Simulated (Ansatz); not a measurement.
Results of r²SCAN in Ansatz (plane waves, PAW) for skutterudite CoSb3.

Run with plane-wave cutoff 560 eV, 6×6×6 k mesh, Fermi–Dirac smearing 0.01 eV, no spin polarisation, scalar-relativistic PAW data made under PBE.

On both sides of the equilibrium volume: at 22.744 Å³/atom the pressure is 1.95 GPa and the direct gap at Γ 0.499 eV; at 23.673 Å³/atom they are -1.74 GPa and 0.369 eV. The fitted bulk modulus is 92.0 GPa.

### Question
Work out the volume deformation potential of this gap and its pressure coefficient, in two ways.

### Answer
a_V = dE_g/d ln V = (0.369 − 0.499)/ln(23.673/22.744) = -3.25 eV. Since dP = −B d ln V, dE_g/dP = −a_V/B = 35 meV/GPa. Straight from the pressures: (0.499 − 0.369)/(1.95 − (-1.74)) = 35 meV/GPa. At this level and over this range the gap at Γ widens under pressure.

Spin–orbit coupling is not included; with these elements it can move the gap by several tenths of an eV or more.

Ansatz is a quantum-chemistry and plane-wave program.
